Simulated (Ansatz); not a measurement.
All numbers below come from DFT PBE, scalar-relativistic, plane waves, PAW in Ansatz. The final run on the 8-atom cell used 420 eV, a Γ-centred 12×12×12 mesh, 0.10 eV smearing and no spin polarisation.

Formation energies are uncorrected and refer to the elements' standard structures at the same level (N₂ as a molecule).

Task: Give a relaxed trial structure of a trigonal metal made of Al and N, with a formation energy near −0.21 eV/atom and a density near 2.71 g/cm³, in a cell of 8 atoms. Its symmetry should be R3m (No. 160).

Result: Al7N, space group R3m (No. 160). Al on its first site has 12 Al at 2.84–2.98 Å; Al on its second site has 12 Al at 2.79–2.98 Å; Al on its third site is surrounded by 1 N at 1.90 Å and 3 Al at 2.79 Å; N has 4 Al at 1.87–1.90 Å; 4 more sites not described.

```yaml
crystal:
  lattice:
    - [1.48778, 0.85897, 16.24197]
    - [-1.48778, 0.85897, 16.24197]
    - [0.00000, -1.71794, 16.24197]
  atoms:
    - { symbol: Al, position: [0.78641, 0.78641, 0.78641] }
    - { symbol: Al, position: [0.07292, 0.07292, 0.07292] }
    - { symbol: Al, position: [0.36108, 0.36108, 0.36108] }
    - { symbol: Al, position: [0.64060, 0.64060, 0.64060] }
    - { symbol: Al, position: [0.92479, 0.92479, 0.92479] }
    - { symbol: Al, position: [0.21248, 0.21248, 0.21248] }
    - { symbol: Al, position: [0.49953, 0.49953, 0.49953] }
    - { symbol: N, position: [0.32218, 0.32218, 0.32218] }
```

| Property | Result |
| --- | --- |
| Volume per atom | 15.57 Å³ |
| Density | 2.71 g/cm³ |
| Energy over the elements | −0.21 eV/atom |
| Gap on the 12×12×12 mesh of the 8-atom cell | 0 eV (a metal) |

The cell was found from a proposed guess, not taken from experiment. The answer needn't be unique; the calculation gave this one.

A later test with randomly moved atoms came back to the same energy, though modes that don't fit the test's cell weren't probed.
